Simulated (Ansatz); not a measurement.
# Te: the cost of one run

Computed with Ansatz 0.2.0 (DFT PBE, scalar-relativistic, plane waves, PAW, unless a step's input says otherwise).

13 further runs of the same task are left out: 13 set aside as unsound or not needed.

### Step 1. The system as given

It takes space group R-3m (No. 166, trigonal). Conventional cell: a = 4.550 Å, b = 4.550 Å, c = 5.473 Å, α = 90.00°, β = 90.00°, γ = 120.00°. Te (site symmetry -3m) is surrounded by 6 Te at 3.20 Å.

As a file:

```
CELL_PARAMETERS angstrom
2.27488 1.31340 1.82444
-2.27488 1.31340 1.82444
0.00000 -2.62680 1.82444
ATOMIC_POSITIONS crystal
Te 0.50000 0.50000 0.50000
```

It goes back to an entry of the Materials Project, which need not be the stable form.

It is the result of an earlier relaxation at this level (volume 32.71 Å³/atom; gap on the mesh: none (metal)).

### Step 2. The scan

The energy is mapped over volume and the cell's shape.

- volume per atom: 7 values from 30.09 to 35.32 Å³
- c/a of the conventional cell: 7 values from 1.110 to 1.303

Nothing else is relaxed (symmetry fixes all fractional coordinates). Energies count from the relaxed crystal. Points are written as (first, second).

### Step 3. Point (30.09 Å³, 1.236)

input.yaml

```yaml
crystal:
  lattice:
    - [2.1928805458, 1.2660601734, 1.8063488016]
    - [-2.1928805458, 1.2660601734, 1.8063488016]
    - [0.0, -2.5321203468, 1.8063488016]
  atoms:
    - { symbol: Te, position: [0.5, 0.5, 0.5] }
basis:
  ecutwfc: 420
kpoints:
  mp_grid: { grid: [15, 15, 15] }
hamiltonian:
  xc: pbe
scf:
  occupations: { method: gaussian, width: 0.15 }
output:
  forces: true
  stress: true
  eigenvalues: true
  write_density: true
  write_potential: true
  elf: true
  volumetric_format: npy
```

On the command line:

```sh
$ ansatz run input.yaml --threads 1 --pin off --max-ram 2048MiB --backend cpu --events-out ev --progress --plain --runs-dir out
```

**Question.** How long does this run take on 1 thread of Arm Neoverse V2, shared host, and how much memory does it need?

About 8.1 s, with a peak of 0.38 GiB.
